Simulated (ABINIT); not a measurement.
The system is Co.

```
CELL_PARAMETERS angstrom
2.47200 0.00000 0.00000
-1.23600 2.14081 0.00000
0.00000 0.00000 4.02114
ATOMIC_POSITIONS crystal
Co 0.66667 0.33333 0.75000
Co 0.33333 0.66667 0.25000
```

Base run:

```yaml
Program: ABINIT 10.8.3 (patched build)
Functional: LDA
Potentials_or_basis: JTH PAW LDA v2.0
Cutoff: 544 eV
k_mesh: 10 × 10 × 6
Occupations: fermi-dirac, width 0.05 eV
Spin: collinear spin, ferromagnetic start
Starting_moments: "[2.0, 2.0] μB"
```

Its results: band gap on the k mesh none (metal or under the smearing width); net moment 3.21 μB per cell; site moments Co +1.66 μB.

Task: The run is repeated on the same cell with these changes: k mesh from 10 × 10 × 6 to 5 × 5 × 3. What comes out?

Result: Band gap on the k mesh none (metal or under the smearing width); net moment 3.36 μB per cell; site moments Co +1.70 μB.

Caveats: some runs use coarse meshes.
